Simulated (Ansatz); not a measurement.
Set up this calculation in Ansatz 0.2.0, as the native input.

```
Task                : relaxation of cell and atoms
Functional          : BLYP
Dispersion          : D3(BJ)
Potentials or basis : all-electron LAPW, scalar-relativistic
Basis error allowed : 0.001 eV/atom
k mesh              : 12 × 12 × 12
Occupations         : fermi-dirac, width 0.05 eV
Spin                : no spin polarisation
```

Rh:

```
CELL_PARAMETERS angstrom
0.00000 1.89785 1.89785
1.89785 0.00000 1.89785
1.89785 1.89785 0.00000
ATOMIC_POSITIONS crystal
Rh 0.00000 0.00000 0.00000
```

One way to write it, as run:

input.yaml

```yaml
crystal:
  lattice:
    - [0.0, 1.89785, 1.89785]
    - [1.89785, 0.0, 1.89785]
    - [1.89785, 1.89785, 0.0]
  atoms:
    - { symbol: Rh, position: [0.0, 0.0, 0.0] }
kpoints:
  mp_grid: { grid: [12, 12, 12] }
scf:
  occupations: { method: fermi_dirac, width: 0.05 }
hamiltonian:
  xc: blyp
  dispersion: d3bj
  pseudopotentials: { kind: all_electron, lapw: { basis_error: 0.001 } }
output:
  forces: true
  stress: true
relax:
  f_tol: 0.01
  max_steps: 60
  cell: {}
```

Potentials or basis: all-electron LAPW, scalar-relativistic.

Command:

```bash
$ ansatz run input.yaml --threads 1 --pin off --max-ram 3072MiB --backend cpu --events-out ev --progress --plain --runs-dir out
```

It gave:

* Relaxed volume: 13.81 Å³/atom
* Relaxed cell: a = 2.693 Å, b = 2.693 Å, c = 2.693 Å, α = 60.00°, β = 60.00°, γ = 60.00°
* Space group after relaxing (to 0.05 Å): Fm-3m (No. 225)
* Energy gained by relaxing: 1.2 meV/atom
* Ionic steps: 4
* Pressure after relaxing: 0.0 GPa

Wall time 17 s on 1 thread of Arm Neoverse V1, on a shared host, peak memory 0.28 GiB.
